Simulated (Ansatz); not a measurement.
Crystal: EuO.

```xyz
2
Lattice="0.0000 2.5720 2.5720 2.5720 0.0000 2.5720 2.5720 2.5720 0.0000" Properties=species:S:1:pos:R:3 pbc="T T T"
Eu    0.0000    0.0000    0.0000
O     2.5720    2.5720    2.5720
```

| Item | Value |
| --- | --- |
| Program | Ansatz 0.2.0 |
| Task | relaxation of cell and atoms |
| Functional | PBE |
| Dispersion | D3(BJ) |
| Potentials or basis | Ansatz PAW |
| Cutoff | 420 eV (not typed: the program's choice for these potentials) |
| k mesh | 9 × 9 × 9 |
| Occupations | fermi-dirac, width 0.05 eV |
| Spin | collinear spin, ferromagnetic start |
| Starting moments | [7.0, 0.0] μB |

At the start: volume 17.01 Å³/atom.

How do energy, volume and symmetry change on relaxing?

It ends after 8 steps and the volume is 15.74 Å³/atom (-7.5 %); space group Fm-3m (No. 225, to 0.05 Å); moment 6.94 μB per cell.

Step by step:
```
step  energy change (eV)  largest force (eV/Å)  volume (Å³)
   1              0.0000                0.0000        34.03
   2             -0.0151                0.0000        29.40
   3             -0.0608                0.0000        31.81
   4             -0.0621                0.0000        31.59
   5             -0.0622                0.0000        31.56
   6             -0.0574                0.0000        31.56
   7             -0.0577                0.0000        31.48
   8             -0.0573                0.0000        31.48
```

Final structure:
```xyz
2
Lattice="0.0000 2.5062 2.5062 2.5062 0.0000 2.5062 2.5062 2.5062 0.0000" Properties=species:S:1:pos:R:3 pbc="T T T"
Eu    0.0000    0.0000    0.0000
O     2.5062    2.5062    2.5062
```

Caveat: the plane-wave basis is chosen anew once the cell has moved, so the energies of steps on either side of that aren't comparable; the pressure holds a Pulay correction of +0.5 GPa for the finite cutoff; a cell with one magnetic atom can't hold antiferromagnetic order, which such compounds often take; without U or exact exchange the open f shell lies at the Fermi level, which spoils levels, moments and volumes.
